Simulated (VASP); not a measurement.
# Be (P6_3/mmc) in VASP: notebook, part 2 of 2

VASP 6.6.1.

### 4 Relaxation of shape and atoms at fixed volume, PBE+D3(BJ) (a relaxed cell with its volume scaled by 1.02)

Contents of INCAR:

```
PREC     = Accurate       # precision mode
ENCUT    = 600            # plane-wave cutoff, eV
EDIFF    = 1E-7           # SCF threshold, eV
ISMEAR   = 1              # smearing method
SIGMA    = 0.1            # smearing width, eV
LREAL    = False          # projectors in reciprocal space
LASPH    = True           # aspherical terms in the spheres
NELM     = 80             # most SCF steps
ALGO     = Normal         # electronic algorithm
ISIF     = 4              # what is computed and relaxed
LWAVE    = False          # write WAVECAR
LCHARG   = False          # write CHGCAR
GGA      = PE             # functional
IVDW     = 12             # dispersion correction
IBRION   = 2              # ionic algorithm
NSW      = 40             # ionic steps
EDIFFG   = -0.01          # ionic threshold
```

Contents of KPOINTS:

```
regular mesh
0
Gamma
  18 18 10
```

Contents of POSCAR:

```
Be                                      
1.0
    2.2276810549      0.0000000000      0.0000000000
   -1.1138405274      1.9292283851      0.0000000000
    0.0000000000      0.0000000000      3.5301679174
  Be            
     2
Direct
     0.3333333332999970    0.6666666667000030    0.2500000000000000
     0.6666666667000030    0.3333333332999970    0.7500000000000000
```

Run with:

```console
cat potpaw_PBE.64/Be/POTCAR > POTCAR
mpirun -np 1 vasp_std > vasp.out
```

It took 19 s on 1 thread of Intel Xeon Platinum 8259CL at 2.50GHz (Skylake/Cascade Lake), shared host; peak memory 0.15 GiB.

Results (log left out):

```
Free energy                : -8.2605 eV
Energy gained by relaxing  : 0.0 meV/atom
Ionic steps                : 2
Pressure after relaxing    : -2.5 GPa
Band gap on the k mesh     : none (metal or under the smearing width)
Dispersion energy per atom : -0.371 eV
```

Final structure:
```
CELL_PARAMETERS angstrom
2.22823 0.00000 0.00000
-1.11411 1.92970 0.00000
0.00000 0.00000 3.52843
ATOMIC_POSITIONS crystal
Be 0.33333 0.66667 0.25000
Be 0.66667 0.33333 0.75000
```

Levels at points of the mesh, in eV from the Fermi level:
```
           k point  band 1  band 2  band 3  band 4  band 5  band 6
(0.00, 0.00, 0.00)  -11.77   -4.83    0.97   16.45   16.45   19.35
(0.50, 0.00, 0.00)   -5.33   -3.34    3.54    6.43    6.78    9.61
(0.00, 0.00, 0.50)   -9.59   -9.59   10.70   10.70   18.14   18.14
(0.50, 0.00, 0.50)   -3.93   -3.93    1.53    1.53   12.28   12.28
```

Caveat: pairwise dispersion overbinds metals, which lowers pressure and volume.

### 5 Relaxation of shape and atoms at fixed volume, PBE+D3(BJ) (a relaxed cell with its volume scaled by 1.04)

INCAR is that of step 4.

KPOINTS is that of step 4.

Contents of POSCAR:

```
Be                                      
1.0
    2.2421469216      0.0000000000      0.0000000000
   -1.1210734607      1.9417561932      0.0000000000
    0.0000000000      0.0000000000      3.5530917281
  Be            
     2
Direct
     0.3333333332999970    0.6666666667000030    0.2500000000000000
     0.6666666667000030    0.3333333332999970    0.7500000000000000
```

Potentials or basis: VASP PAW PBE potentials, release 64 (Be).

Run with:

```console
cat potpaw_PBE.64/Be/POTCAR > POTCAR
mpirun -np 1 vasp_std > vasp.out
```

OUTCAR:

```text
PREC = Accurate
   ENCUT = 600
   EDIFF = 1E-7
   ISMEAR = 1
   LREAL = False
   LASPH = True
   NELM = 80
   ISIF = 4
   GGA = PE
   IVDW = 12
   IBRION = 2
   NSW = 40
   EDIFFG = -0.01
 IVDW          = 12

 ion  position               nearest neighbor table
   1  0.333  0.667  0.250-   2 2.20   2 2.20   2 2.20   2 2.20   2 2.20   2 2.20
   2  0.667  0.333  0.750-   1 2.20   1 2.20   1 2.20   1 2.20   1 2.20   1 2.20

  LATTYP: Found a hexagonal cell.
 ALAT       =     2.2421469216
 C/A-ratio  =     1.5846828296

  Lattice vectors:

 A1 = (   2.2421469216,   0.0000000000,   0.0000000000)
 A2 = (  -1.1210734607,   1.9417561932,   0.0000000000)
 A3 = (   0.0000000000,   0.0000000000,   3.5530917281)

Analysis of symmetry for initial positions (statically):
=====================================================================
 Subroutine PRICEL returns:
 Original cell was already a primitive cell.

 Routine SETGRP: Setting up the symmetry group for a
 hexagonal supercell.

 Subroutine GETGRP returns: Found 24 space group operations
 (whereof 12 operations were pure point group operations)
[... 223 lines left out ...]
 cond. band min:       7.4044230560   @ k =   0.3333   0.2778   0.3000
 fundamental gap:      0.1587876192
 Fermi energy:         7.3938256220

 k-point     1 :       0.0000    0.0000    0.0000
  band No.  band energies     occupation
      1      -4.2664      2.00000
      2       2.6395      2.00000
      3       8.3076     -0.00000
      4      23.5832      0.00000
      5      23.5832      0.00000
      6      26.4471      0.00000
[... 199 lines left out ...]
 k-point    24 :       0.3889    0.1111    0.0000
  band No.  band energies     occupation
      1       1.6321      2.00000
      2       5.2748      2.00000
      3      10.2303      0.00000
      4      12.9195      0.00000
      5      14.5081      0.00000
      6      15.2296      0.00000

 [... further k-points ...]

------------------------ aborting loop because EDIFF is reached ----------------------------------------

 Edisp (eV)   -0.72653

 E8    (eV) :    -0.2517

  FORCE on cell =-STRESS in cart. coord.  units (eV):
  Direction    XX          YY          ZZ          XY          YZ          ZX
  --------------------------------------------------------------------------------------
  -------------------------------------------------------------------------------------
  Total      -0.47136    -0.47136    -0.47448    -0.00000     0.00000     0.00000
  in kB     -48.82002   -48.82002   -49.14336    -0.00000     0.00000     0.00000
  external pressure =      -48.93 kB  Pullay stress =        0.00 kB

 VOLUME and BASIS-vectors are now :
 -----------------------------------------------------------------------------
  energy-cutoff  :      600.00
  volume of cell :       15.47
      direct lattice vectors                 reciprocal lattice vectors
     2.243197099 -0.000000000  0.000000000     0.445792303  0.257378306 -0.000000000
    -1.121598549  1.942665674 -0.000000000     0.000000000  0.514756612 -0.000000000
     0.000000000  0.000000000  3.549765669    -0.000000000 -0.000000000  0.281708736

 POSITION                                       TOTAL-FORCE (eV/Angst)
 -----------------------------------------------------------------------------------
     -0.00000      1.29511      0.88744         0.000000      0.000000      0.000000
      1.12160      0.64756      2.66232        -0.000000     -0.000000      0.000000
 -----------------------------------------------------------------------------------
    total drift:                                0.000000     -0.000000      0.000000

  FREE ENERGIE OF THE ION-ELECTRON SYSTEM (eV)
  ---------------------------------------------------
  free  energy   TOTEN  =        -8.2535651254 eV

  energy  without entropy=       -8.2533968338  energy(sigma->0) =       -8.25350903

 reached required accuracy - stopping structural energy minimisation
```

Wall time 25 s (1 thread of Intel Xeon Platinum 8259CL at 2.50GHz (Skylake/Cascade Lake), shared host); peak memory 0.15 GiB.

Results:

| Quantity | Value |
| --- | --- |
| Free energy | -8.2536 eV |
| Energy gained by relaxing | 0.0 meV/atom |
| Ionic steps | 2 |
| Pressure after relaxing | -4.9 GPa |
| Band gap on the k mesh | none (metal or under the smearing width) |
| Dispersion energy per atom | -0.363 eV |

Final structure:
```yaml
crystal:
  lattice:
    - [2.24320, 0.00000, 0.00000]
    - [-1.12160, 1.94267, 0.00000]
    - [0.00000, 0.00000, 3.54977]
  atoms:
    - { symbol: Be, position: [0.33333, 0.66667, 0.25000] }
    - { symbol: Be, position: [0.66667, 0.33333, 0.75000] }
```

Caveat: pairwise dispersion overbinds metals, which lowers pressure and volume.

### 6 The runs side by side

| cell | gap on the mesh (eV) | pressure (GPa) |
| --- | --- | --- |
| atoms relaxed at fixed volume from: a relaxed cell with its volume scaled by 0.98 | none | 2.8 |
| atoms relaxed at fixed volume | none | 0.0 |
| atoms relaxed at fixed volume from: a relaxed cell with its volume scaled by 1.02 | none | -2.5 |
| atoms relaxed at fixed volume from: a relaxed cell with its volume scaled by 1.04 | none | -4.9 |

Alike in all rows: task relaxation of shape and atoms at fixed volume; level PBE+D3(BJ); potentials or basis VASP PAW PBE potentials, release 64 (Be); no spin polarisation; k mesh 18 × 18 × 10; cutoff (eV) 600; smearing methfessel-paxton 0.1 eV.

Caveats: pairwise dispersion overbinds metals, which lowers pressure and volume; the relaxation stopped at its first step, so nothing moved (some runs).

Absolute energies hang on the potentials; compare differences alone.
